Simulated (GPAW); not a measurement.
Runs of GPAW 26.7.0 on CdSe. The structure is cubic, space group F-43m (No. 216). The conventional cell has a = 6.141 Å, b = 6.141 Å, c = 6.141 Å, α = 90.00°, β = 90.00°, γ = 90.00°. Around Cd (site symmetry -43m) lie 4 Se at 2.66 Å. Se (site symmetry -43m) has 4 Cd at 2.66 Å as nearest neighbours. Measurements of this composition are mostly on another form, of space group No. 186.

| task | level | potentials or basis | cell | k mesh | cutoff (eV) | smearing | optimizer | fmax | max steps | target pressure | convergence | gap on the mesh (eV) | pressure (GPa) |
| --- | --- | --- | --- | --- | --- | --- | --- | --- | --- | --- | --- | --- | --- |
| relaxation of cell and atoms | PBEsol | PAW data sets generated in the run's folder for this functional, pw | relaxed to 20 GPa | 8 × 8 × 8 | 600 | fermi-dirac 0.05 eV | BFGS | 0.02 eV/Å | 60 | 20 GPa | density=1e-05 forces=0.0001 | (a) | 20.0 |
| relaxation of cell and atoms | PBEsol | PAW data sets generated in the run's folder for this functional, pw | relaxed | 8 × 8 × 8 | 600 | fermi-dirac 0.05 eV | BFGS | 0.02 eV/Å | 60 | - | density=1e-05 forces=0.0001 | 0.49 | 0.1 |
| relaxation of cell and atoms | PBEsol | PAW data sets generated in the run's folder for this functional, pw | relaxed to 30 GPa | 8 × 8 × 8 | 600 | fermi-dirac 0.05 eV | BFGS | 0.02 eV/Å | 60 | 30 GPa | density=1e-05 forces=0.0001 | 0.97 | 29.9 |
| electron localisation function | RPBE | the program's PAW data sets (release 1.2.1) made for this functional, pw | as given | 5 × 5 × 5 | 510 | fermi-dirac 0.01 eV | - | - | - | - | - | 0.72 | (b) |
| relaxation of cell and atoms | PBEsol | PAW data sets generated in the run's folder for this functional, pw | relaxed to 10 GPa | 8 × 8 × 8 | 600 | fermi-dirac 0.05 eV | BFGS | 0.02 eV/Å | 60 | 10 GPa | density=1e-05 forces=0.0001 | 0.74 | 10.0 |
| relaxation of cell and atoms | PBEsol | PAW data sets generated in the run's folder for this functional, pw | relaxed to 2 GPa | 8 × 8 × 8 | 600 | fermi-dirac 0.05 eV | BFGS | 0.02 eV/Å | 60 | 2 GPa | density=1e-05 forces=0.0001 | 0.55 | 2.0 |
| relaxation of cell and atoms | PBEsol | PAW data sets generated in the run's folder for this functional, pw | relaxed to 5 GPa | 8 × 8 × 8 | 600 | fermi-dirac 0.05 eV | BFGS | 0.02 eV/Å | 60 | 5 GPa | density=1e-05 forces=0.0001 | 0.63 | 4.9 |

Alike in all rows: no spin polarisation.

Task: Estimate the missing entries.

Result: (a) 0.88; (b) 2.8.

Caveats: later steps reuse the first step's grids (some runs); the cutoff is short for stress and forces, so pressures can be off by a GPa or more (some runs).

A k mesh can miss the band edges, and the runs leave out spin-orbit coupling on Cd, Se.

Runs at the PBE level aren't shown here.
